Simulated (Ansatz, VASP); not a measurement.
**AlN: VASP beside Ansatz**

```
CELL_PARAMETERS angstrom
0.00000 -2.20157 -2.20157
-2.20157 0.00000 -2.20157
2.20157 2.20157 -4.40314
ATOMIC_POSITIONS crystal
Al 0.99135 0.05789 0.00354
Al 0.51573 0.44919 0.50354
N 0.35726 0.41689 0.86819
N 0.87911 0.81948 0.36819
```

Change from the starting cell: mode 4 frozen in at -0.154 Å and mode 10 at +0.060 Å (largest displacements).

Alike in both runs: task single point; functional PBE; k mesh 6 × 6 × 6; occupations gaussian, width 0.05 eV; no spin polarisation.

|  | VASP | Ansatz |
| --- | --- | --- |
| version | VASP 6.6.1 | Ansatz 0.2.0 |
| potentials or method | VASP PAW PBE potentials, release 64 (Al, N) | scalar-relativistic, plane waves, PAW |
| plane-wave cutoff (eV) | 520 | 520 |
| valence electrons in the cell | 16 | 16 |

VASP gave:

- gap on the k mesh at the Fermi level (eV): 3.08
- least direct gap on the mesh (eV): 3.64
- pressure (GPa): -0.3
- largest component of the traceless stress (GPa): 5.45
- rms of the force components (eV/Å): 0.725

Question: Estimate Ansatz's values.

Answer: gap on the k mesh at the Fermi level (eV): 3.09; least direct gap on the mesh (eV): 3.63; pressure (GPa): -0.1; largest component of the traceless stress (GPa): 5.44; rms of the force components (eV/Å): 0.723.

Atom by atom the forces differ by 0.003 eV/Å (rms over components). With one functional, cell and mesh, what is left measures potentials, basis and numerics.

Caveats: forces of over 1 eV/Å show positions far from the minimum, so gaps and moduli don't describe the material at rest. A k mesh can miss the band edges.
